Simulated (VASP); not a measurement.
Input of a VASP 6.6.1 run:

Contents of INCAR:

```
PREC = Accurate ; ENCUT = 600
EDIFF = 1E-6 ; ISMEAR = -1
SIGMA = 0.05 ; LREAL = F
LASPH = T ; NELM = 120
ALGO = Normal ; ISIF = 3
LWAVE = F ; LCHARG = F
ISPIN = 2 ; MAGMOM = 1
LORBIT = 11 ; LMAXMIX = 4
GGA = ML ; LUSE_VDW = T
AGGAC = 0.0 ; ZAB_VDW = -1.8867
IBRION = 2 ; NSW = 60
EDIFFG = -0.01
```

File KPOINTS:

```
Automatic mesh
0
Gamma
  13 13 13
```

The input POSCAR:

```
Ni
1.0
    0.0000000000      1.7375729330      1.7375729330
    1.7375729330      0.0000000000      1.7375729330
    1.7375729330      1.7375729330      0.0000000000
Ni
1
Direct
    0.0000000000      0.0000000000      0.0000000000
```

Potentials or basis: VASP PAW PBE potentials, release 64 (Ni).

Command:

```console
$ cat potpaw_PBE.64/Ni/POTCAR > POTCAR
$ mpirun -np 1 vasp_std > vasp.out
```

Task: What does it give for the net moment?

Result: -0.61 μB per cell.

Task: Predict the relaxed cell.

Result: a = 2.552 Å, b = 2.552 Å, c = 2.552 Å, α = 60.00°, β = 60.00°, γ = 60.00°.

Task: What does it give for the band gap on the k mesh?

Result: None (metal or under the smearing width).

Step by step:
| step | energy change (eV) | largest force (eV/Å) | pressure (GPa) | volume (Å³) |
| --- | --- | --- | --- | --- |
| 1 | 0.0000 | 0.0000 | 22.98 | 10.49 |
| 2 | -0.0312 | 0.0000 | -11.67 | 12.95 |
| 3 | -0.0798 | 0.0000 | -0.13 | 11.75 |

Caveat: the PAW data sets were made with another functional, which shifts forces and pressure a little.
